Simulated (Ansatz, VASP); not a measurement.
## One calculation of Re, two programs

Contents of INCAR:

```
ALGO = Normal ; EDIFF = 1E-7
ENCUT = 520 ; GGA = PE
ISIF = 2 ; ISMEAR = -1
LASPH = T ; LCHARG = F
LREAL = F ; LWAVE = F
NBANDS = 10 ; NELM = 80
PREC = Accurate ; SIGMA = 0.03
```

KPOINTS

```
k-points
0
Gamma
  14 14 14
```

The input POSCAR:

```
Re
1.0
    0.0000000000      1.9750000000      1.9947500000
    1.9750000000      0.0000000000      1.9947500000
    1.9750000000      1.9750000000      0.0000000000
Re
1
Direct
    0.0000000000      0.0000000000      0.0000000000
```

Input for Ansatz:

```yaml
crystal:
  lattice:
    - [0.0, 1.975, 1.99475]
    - [1.975, 0.0, 1.99475]
    - [1.975, 1.975, 0.0]
  atoms:
    - { symbol: Re, position: [0.0, 0.0, 0.0] }
kpoints:
  mp_grid: { grid: [14, 14, 14] }
  band_path:
    path:
      - [0.0, 0.0, 0.0]
      - [0.0, 0.5, 0.5]
      - [0.25, 0.75, 0.5]
      - [0.0, 0.5, 0.0]
      - [0.0, 0.0, 0.0]
      - [0.5, 0.5, 0.0]
      - [0.3725370062, 0.6274629938, 0.0]
      - [-0.3725370062, 0.3725370062, 0.0]
      - [0.0, 0.0, 0.0]
    npoints: 5
scf:
  occupations: { method: fermi_dirac, width: 0.03 }
hamiltonian:
  xc: pbe
  pseudopotentials: { kind: all_electron, lapw: { basis_error: 0.001 } }
output:
  forces: true
  stress: true
  eigenvalues: true
```

Change from the starting cell: zz strain of +1 %.

Alike in both runs: task single point; functional PBE; k mesh 14 × 14 × 14; occupations fermi-dirac, width 0.03 eV; no spin polarisation.

|  | VASP | Ansatz |
| --- | --- | --- |
| version | VASP 6.6.1 | Ansatz 0.2.0 |
| potentials or method | VASP PAW PBE potentials, release 64 (Re) | all-electron LAPW, scalar-relativistic |
| plane-wave cutoff (eV) | 520 | see its input |

```csv
,VASP,Ansatz,Ansatz less VASP
pressure (GPa),-13.0,-12.1,+0.85
largest component of the traceless stress (GPa),1.27,1.32,+0.045
```

Ansatz ran all-electron here, so the differences hold the error of VASP's frozen core and of both bases.

Spin-orbit coupling is left out, which matters for the levels of Re.
